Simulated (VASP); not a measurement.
# Input and output of a VASP LDA single-point calculation on Te2Mo (1T (CdI2) bulk)

INCAR

```
PREC = Accurate
LASPH = .TRUE.
LWAVE = .FALSE.
NBANDS = 20
ISMEAR = -1
GGA = CA
NSW = 0
IBRION = -1
EDIFF = 1E-7
SIGMA = 0.02
ISIF = 2
LREAL = .FALSE.
ENCUT = 520
LCHARG = .FALSE.
NELM = 120
```

KPOINTS

```
KPOINTS created by Atomic Simulation Environment
0
Gamma
12 12 4
0 0 0
```

KPOINTS_OPT

```
special points
7
Reciprocal
0.0000000000 0.0000000000 0.0000000000 1
0.5000000000 0.0000000000 0.0000000000 1
0.3333333333 0.3333333333 0.0000000000 1
0.0000000000 0.0000000000 0.5000000000 1
0.5000000000 0.0000000000 0.5000000000 1
0.3333333333 0.3333333333 0.5000000000 1
0.2333333333 0.2333333333 0.5000000000 1
```

POSCAR

```
Mo Te
 1.0000000000000000
     3.5194545152357066   -0.0000000000293851   -0.0000000000000000
    -1.7597272575924052    3.0479370176726612   -0.0000000000000000
    -0.0000000000000000   -0.0000000000000000    7.2144528804336101
 Mo  Te
   1   2
Cartesian
 -0.0000000000000000  0.0000000000000000 -0.0000000000000000
  0.0000000000169654  2.0319580117719789  1.8282549640006158
  1.7597272576263363  1.0159790058712970  5.3861979164329936
```

VASP ran with the recommended LDA PAW datasets (26 valence electrons in the cell).

Command

```
mpirun -np 1 vasp_std
```

From OUTCAR

```
k-points           NKPTS =     69   k-points in BZ     NKDIM =     69   number of bands    NBANDS=     20

   NELECT =      26.0000    total number of electrons

   dimension x,y,z NGX =    28 NGY =   28 NGZ =   54
   dimension x,y,z NGXF=    56 NGYF=   56 NGZF=  108

  energy-cutoff  :      520.00
  volume of cell :       77.39
      direct lattice vectors                 reciprocal lattice vectors
     3.519454515 -0.000000000  0.000000000     0.284134941  0.164045384  0.000000000
    -1.759727258  3.047937018  0.000000000     0.000000000  0.328090769  0.000000000
     0.000000000  0.000000000  7.214452880     0.000000000  0.000000000  0.138610650

 k-points in reciprocal lattice and weights: KPOINTS created by Atomic Simulation Env
   0.00000000  0.00000000  0.00000000       0.002
   0.08333333  0.00000000  0.00000000       0.010
   0.16666667  0.00000000  0.00000000       0.010
   0.25000000  0.00000000  0.00000000       0.010
   0.33333333  0.00000000  0.00000000       0.010
   0.41666667 -0.00000000  0.00000000       0.010
   0.50000000  0.00000000  0.00000000       0.005
   0.08333333  0.08333333  0.00000000       0.010
   ...

 E-fermi :   8.1319

 k-point     1 :       0.0000    0.0000    0.0000
  band No.  band energies     occupation
      1     -52.8878      2.00000
      2     -27.1887      2.00000
      3     -27.1307      2.00000
      4     -27.1307      2.00000
      5      -5.3198      2.00000
      6      -4.1945      2.00000
      7       1.9445      2.00000
      8       5.5070      2.00000
      9       5.5070      2.00000
     10       6.5077      2.00000
     11       6.7527      2.00000
     12       7.2911      2.00000
     13       7.2911      2.00000
     14       9.4417      0.00000
     15       9.4417      0.00000
     16      11.5299      0.00000
     17      11.5299      0.00000
     18      13.2117      0.00000
     19      13.9352      0.00000
     20      16.3126      0.00000

 k-point     2 :       0.0833    0.0000    0.0000
  band No.  band energies     occupation
      1     -52.8872      2.00000
      2     -27.1868      2.00000
      3     -27.1395      2.00000
      4     -27.1327      2.00000
      5      -5.2189      2.00000
      6      -4.1341      2.00000
      7       2.0665      2.00000
      8       5.1929      2.00000
      9       5.5479      2.00000
     10       6.5130      2.00000
     11       6.7686      2.00000
     12       7.1639      2.00000
     13       7.2559      2.00000
     14       8.9979      0.00000
     15       9.4616      0.00000
     16      10.9700      0.00000
     17      11.4123      0.00000
     18      13.4734      0.00000
     19      14.5153      0.00000
     20      15.9976      0.00000

 k-point     3 :       0.1667    0.0000    0.0000
  band No.  band energies     occupation
      1     -52.8853      2.00000
      2     -27.1816      2.00000
      3     -27.1634      2.00000
      4     -27.1383      2.00000
      5      -4.9243      2.00000
      6      -3.9600      2.00000
      7       2.4190      2.00000
      8       4.6210      2.00000
      9       5.6176      2.00000
     10       5.9408      2.00000
     11       6.6247      2.00000
     12       6.9351      2.00000
     13       7.1968      2.00000
     14       8.4290      0.00000
     15       9.3847      0.00000
     16      10.3843      0.00000
     17      11.2549      0.00000
     18      13.7345      0.00000
     19      14.8654      0.00000
     20      15.9101      0.00000

 k-point     4 :       0.2500    0.0000    0.0000
  band No.  band energies     occupation
      1     -52.8829      2.00000
      2     -27.1962      2.00000
      3     -27.1741      2.00000
      4     -27.1460      2.00000
      5      -4.4646      2.00000
      6      -3.6957      2.00000
      7       2.9467      2.00000
      8       4.0650      2.00000
      9       4.6576      2.00000
     10       5.5742      2.00000
     11       6.5038      2.00000
     12       6.7037      2.00000
     13       6.8736      2.00000
     14       8.2796      0.00124
     15       9.1347      0.00000
     16      10.5852      0.00000
     17      11.2326      0.00000
     18      13.6575      0.00000
     19      14.3602      0.00000
     20      14.6930      0.00000

 k-point     5 :       0.3333    0.0000    0.0000
  band No.  band energies     occupation
      1     -52.8804      2.00000
      2     -27.2285      2.00000
      3     -27.1670      2.00000
      4     -27.1537      2.00000
      5      -3.9066      2.00000
      6      -3.3862      2.00000
      7       3.1708      2.00000
      8       3.4649      2.00000
      9       3.8836      2.00000
     10       5.3987      2.00000
     11       5.7608      2.00000
     12       6.5454      2.00000
     13       7.0188      2.00000
     14       8.5216      0.00000
     15       8.8760      0.00000
     16      10.9713      0.00000
     17      11.2708      0.00000
     18      13.1766      0.00000
     19      13.6906      0.00000
     20      14.0243      0.00000

 k-point     6 :       0.4167   -0.0000    0.0000
  band No.  band energies     occupation
      1     -52.8785      2.00000
      2     -27.2521      2.00000
      3     -27.1617      2.00000
      4     -27.1592      2.00000
      5      -3.4108      2.00000
      6      -3.0936      2.00000
      7       2.2022      2.00000
      8       3.2482      2.00000
      9       4.2059      2.00000
     10       5.2354      2.00000
     11       5.2634      2.00000
     12       6.4742      2.00000
     13       7.1752      2.00000
     14       8.7401      0.00000
     15       8.8517      0.00000
     16      10.6999      0.00000
     17      11.3005      0.00000
     18      13.0479      0.00000
     19      13.3782      0.00000
     20      13.9861      0.00000

 k-point     7 :       0.5000    0.0000    0.0000
  band No.  band energies     occupation
      1     -52.8779      2.00000
      2     -27.2607      2.00000
      3     -27.1613      2.00000
      4     -27.1597      2.00000
      5      -3.2228      2.00000
      6      -2.9383      2.00000
      7       1.7918      2.00000
      8       3.1416      2.00000
      9       4.2884      2.00000
     10       5.1733      2.00000
     11       5.2187      2.00000
     12       6.4484      2.00000
     13       7.2304      2.00000
     14       8.7117      0.00000
     15       8.9999      0.00000
     16      10.4145      0.00000
     17      11.3100      0.00000
     18      12.8260      0.00000
     19      13.7285      0.00000
     20      14.2664      0.00000

 k-point     8 :       0.0833    0.0833    0.0000
  band No.  band energies     occupation
      1     -52.8859      2.00000
      2     -27.1832      2.00000
      3     -27.1554      2.00000
      4     -27.1370      2.00000
      5      -5.0210      2.00000
      6      -4.0167      2.00000
      7       2.3044      2.00000
      8       4.7867      2.00000
      9       5.5763      2.00000
     10       6.3755      2.00000
     11       6.4935      2.00000
     12       6.8775      2.00000
     13       7.3614      2.00000
     14       8.6409      0.00000
     15       9.2216      0.00000
     16      10.7669      0.00000
     17      11.0083      0.00000
     18      13.7393      0.00000
     19      15.2331      0.00000
     20      15.8867      0.00000

 k-point     9 :       0.1667    0.0833    0.0000
  band No.  band energies     occupation
      1     -52.8838      2.00000
      2     -27.1827      2.00000
      3     -27.1769      2.00000
      4     -27.1448      2.00000
      5      -4.6426      2.00000
      6      -3.7969      2.00000
      7       2.7522      2.00000
      8       4.2767      2.00000
      9       5.2007      2.00000
     10       5.6684      2.00000
     11       6.2096      2.00000
     12       6.8598      2.00000
     13       7.1336      2.00000
     14       8.4344      0.00000
     15       8.9837      0.00000
     16      10.4413      0.00000
     17      11.0552      0.00000
     18      13.9390      0.00000
     19      15.2702      0.00000
     20      15.3676      0.00000

 k-point    10 :       0.2500    0.0833    0.0000
  band No.  band energies     occupation
      1     -52.8813      2.00000
      2     -27.2137      2.00000
      3     -27.1697      2.00000
      4     -27.1538      2.00000
      5      -4.1277      2.00000
      6      -3.5087      2.00000
      7       3.3011      2.00000
      8       3.7695      2.00000
      9       4.0485      2.00000
     10       5.3162      2.00000
     11       6.0614      2.00000
     12       6.3146      2.00000
     13       7.1729      2.00000
     14       8.4300      0.00000
     15       8.9132      0.00000
     16      10.3748      0.00000
     17      11.3288      0.00000
     18      13.7530      0.00000
     19      14.2399      0.00000
     20      14.6405      0.00000

 ...

  Total       -1.9302089     -1.9302089     -1.3342423      0.0000000     -0.0000000     -0.0000000
  in kB      -39.9604301    -39.9604301    -27.6223451      0.0000000     -0.0000000     -0.0000000
  external PRESSURE =     -35.8477351 kB  Pullay stress =       0.0000000 kB

 POSITION                                       TOTAL-FORCE (eV/Angst)
 -----------------------------------------------------------------------------------
      0.00000      0.00000      0.00000        -0.000000     -0.000000      0.000000
      0.00000      2.03196      1.82825         0.000000     -0.000000     -0.206372
      1.75973      1.01598      5.38620        -0.000000      0.000000      0.206372
 -----------------------------------------------------------------------------------
    total drift:                                0.000000      0.000000      0.000000

  FREE ENERGIE OF THE ION-ELECTRON SYSTEM (eV)
  ---------------------------------------------------
  free  energy   TOTEN  =       -20.0517383353 eV

  energy  without entropy=      -20.0503039943  energy(sigma->0) =      -20.05102116
```

* gap between bands v and c: -0.58 eV (bands overlap: a metal)
* least direct gap: 0.00 eV
* pressure: -3.6 GPa
* largest force: 0.21 eV/Å

Band v is the last that the valence electrons fill when counted band by band, and c is the next.

The run took about 44 s on one core of a shared host (Intel Xeon 6975P-C) and held 0.29 GiB at most.
